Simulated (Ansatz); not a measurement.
Input, command and steps of an Ansatz relaxation.

```yaml
crystal:
  lattice:
    - [2.3618052886, 2.3618052886, 0.0]
    - [-2.2346746212, 2.2346746212, 0.0]
    - [0.0, 0.0, 4.4693492423]
  atoms:
    - { symbol: B, position: [0.0, 0.0, -0.0012937794] }
    - { symbol: B, position: [0.5, 0.5, 0.4987062206] }
    - { symbol: P, position: [0.5, 0.0, 0.7512937794] }
    - { symbol: P, position: [0.0, 0.5, 0.2512937794] }
basis:
  ecutwfc: 420
kpoints:
  mp_grid: { grid: [8, 8, 6] }
hamiltonian:
  xc: pbesol
scf:
  occupations: { method: gaussian, width: 0.02 }
output:
  forces: true
  stress: true
  eigenvalues: true
  write_density: true
  write_potential: true
  elf: true
  volumetric_format: npy
relax:
  adjacent_minimum: "off"
  f_tol: 0.008
  max_steps: 40
  cell: { stress_tol: 0.015, fix: [a, angles] }
```

```bash
ansatz run input.yaml --threads 1 --pin off --max-ram 2560MiB --backend cpu --events-out ev --progress --plain --runs-dir out
```

The calculation used DFT PBEsol, scalar-relativistic, plane waves, PAW in Ansatz.

Of 7 frames 6 are shown, positions in Å and forces in eV/Å; the SCF threshold varies from step to step. Steps run on the plane waves of an earlier cell, with a Pulay correction in the pressure. The basis is chosen afresh for the last frame, the zero of the energies, and at times for earlier ones too; energy and pressure step there, also at an unchanged geometry.

```xyz
4
Lattice="2.3618 2.3618 0.0000 -2.2347 2.2347 0.0000 0.0000 0.0000 4.4693" Properties=species:S:1:pos:R:3:forces:R:3 pbc="T T T" step=1 free_energy_over_end_meV_per_atom=2.15 pressure_GPa=-3.14
B     0.0000    0.0000   -0.0058    0.0000    0.0000   -0.1868
B     0.0636    2.2982    2.2289    0.0000    0.0000   -0.1868
P     1.1809    1.1809    3.3578    0.0000    0.0000    0.1868
P    -1.1173    1.1173    1.1231    0.0000    0.0000    0.1868
4
Lattice="2.3618 2.3618 0.0000 -2.2572 2.2572 0.0000 0.0000 0.0000 4.4530" Properties=species:S:1:pos:R:3:forces:R:3 pbc="T T T" step=2 free_energy_over_end_meV_per_atom=0.72 pressure_GPa=-4.24
B     0.0000    0.0000   -0.0039    0.0000    0.0000   -0.1767
B     0.0523    2.3095    2.2226    0.0000    0.0000   -0.1767
P     1.1809    1.1809    3.3437    0.0000    0.0000    0.1766
P    -1.1286    1.1286    1.1171    0.0000    0.0000    0.1766
4
Lattice="2.3618 2.3618 0.0000 -2.2581 2.2581 0.0000 0.0000 0.0000 4.4697" Properties=species:S:1:pos:R:3:forces:R:3 pbc="T T T" step=3 free_energy_over_end_meV_per_atom=0.19 pressure_GPa=-4.93
B     0.0000    0.0000   -0.0064    0.0000    0.0000   -0.0749
B     0.0518    2.3100    2.2285    0.0000    0.0000   -0.0749
P     1.1809    1.1809    3.3586    0.0000    0.0000    0.0750
P    -1.1291    1.1291    1.1238    0.0000    0.0000    0.0750
4
Lattice="2.3618 2.3618 0.0000 -2.2583 2.2583 0.0000 0.0000 0.0000 4.4722" Properties=species:S:1:pos:R:3:forces:R:3 pbc="T T T" step=4 free_energy_over_end_meV_per_atom=0.12 pressure_GPa=-5.06
B     0.0000    0.0000   -0.0084    0.0000    0.0000   -0.0008
B     0.0517    2.3101    2.2277    0.0000    0.0000   -0.0008
P     1.1809    1.1809    3.3625    0.0000    0.0000    0.0009
P    -1.1292    1.1292    1.1264    0.0000    0.0000    0.0009
4
Lattice="2.3618 2.3618 0.0000 -2.2583 2.2583 0.0000 0.0000 0.0000 4.4722" Properties=species:S:1:pos:R:3:forces:R:3 pbc="T T T" step=5 free_energy_over_end_meV_per_atom=0.00 pressure_GPa=-5.05
B     0.0000    0.0000   -0.0084    0.0000    0.0000   -0.0008
B     0.0517    2.3101    2.2277    0.0000    0.0000   -0.0008
P     1.1809    1.1809    3.3625    0.0000    0.0000    0.0008
P    -1.1292    1.1292    1.1264    0.0000    0.0000    0.0008
4
Lattice="2.3618 2.3618 0.0000 -2.2585 2.2585 0.0000 0.0000 0.0000 4.4721" Properties=species:S:1:pos:R:3:forces:R:3 pbc="T T T" step=7 free_energy_over_end_meV_per_atom=0.00 pressure_GPa=-5.06
B     0.0000    0.0000   -0.0084    0.0000    0.0000    0.0000
B     0.0516    2.3102    2.2277    0.0000    0.0000    0.0000
P     1.1809    1.1809    3.3624    0.0000    0.0000    0.0000
P    -1.1293    1.1293    1.1264    0.0000    0.0000    0.0000
```

The run took 30 s on 1 thread of Intel(R) Xeon(R) 6975P-C (Granite Rapids), with other jobs on the host, peak memory 0.45 GiB.